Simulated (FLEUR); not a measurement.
Cd:

```
Cd
1.0
     1.60803    0.92840    2.44929
    -1.60803    0.92840    2.44929
     0.00000   -1.85679    2.44929
Cd
1
Cartesian
  0.0000 0.0000 0.0000
```

This isn't the form of Cd at room conditions, which is hcp.

```yaml
Program: FLEUR MaX-R8.1 (later development tree)
Task: single point
Functional: PBE
Potentials_or_basis: all-electron
Basis: FLAPW
Kmax: 3.8 1/bohr
k_mesh: 10 × 10 × 10
Occupations: fermi-dirac, width 0.05 eV
Spin: no spin polarisation
Gmax: 11.8 1/bohr
Muffin-tin_radii: Cd 2.63 bohr
lmax: Cd 11
Local_orbitals_a_species: Cd 5
Max_iterations: 60
Mixing_factor: 0.05
Mixer: Anderson
Mixer_history: 15
Density_convergence: 1e-05 me/bohr^3
```

On this cell: band gap on the k mesh none (metal or under the smearing width).

The same run follows on a disturbed copy (cell strained at random at fixed volume):

```xyz
1
Lattice="1.5790 0.9045 2.3853 -1.6600 0.8989 2.4406 -0.0453 -1.8935 2.4471" Properties=species:S:1:pos:R:3 pbc="T T T"
Cd   -0.0006   -0.0227    0.0274
```

Problem. What does the disturbed cell give?

Solution. The energy (extrapolated to zero smearing) moves by +4.5 meV/atom; band gap on the k mesh none (metal or under the smearing width).
